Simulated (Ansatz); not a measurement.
Theory: DFT PBE, scalar-relativistic, plane waves, PAW in Ansatz 0.2.0. The final run on the 8-atom cell used 420 eV, a Γ-centred 12×12×12 mesh, 0.02 eV smearing and no spin polarisation.

The zero of energy is the elements' standard structures at the same level (H₂ as a molecule); no fitted shifts are applied.

Q: Propose a candidate for a trigonal wide-gap insulator made of H and Li, with a gap near 3.6 eV, a formation energy near −0.39 eV/atom and about 8 Å³ per atom, in a cell of 8 atoms.

A: LiH, space group R-3m (No. 166). Li on a site of symmetry -3m has 6 H at 2.03 Å; around Li on a second site of symmetry -3m lie 6 H at 1.99 Å; Li on a site of symmetry 3m is surrounded by 6 H at 1.99–2.03 Å; H on its first site has 6 Li at 1.99 Å; 1 more site not described.

```xyz
8
Lattice="1.4033 0.8102 9.5201 -1.4033 0.8102 9.5201 0.0000 -1.6204 9.5201" Properties=species:S:1:pos:R:3 pbc="T T T"
Li    0.0000    0.0000    0.0000
Li    0.0000    0.0000   14.2802
Li    0.0000    0.0000   26.1112
Li    0.0000    0.0000    2.4491
H     0.0000    0.0000   22.6438
H     0.0000    0.0000    5.9165
H     0.0000    0.0000   17.8167
H     0.0000    0.0000   10.7436
```

- Volume per atom: 8.12 Å³
- Density: 0.81 g/cm³
- Energy over the elements: −0.390 eV/atom
- Gap on the 12×12×12 mesh of the 8-atom cell: 3.62 eV

The cell was found from a structure generator's guess, not taken from experiment. Other answers may fit too; this one was computed.

Kohn–Sham gaps at this level usually fall short of measured ones. With hydrogen, zero-point motion can shift formation energies by some tens of meV/atom. A later test with randomly moved atoms came back to the same energy, though modes that don't fit the test's cell weren't probed.
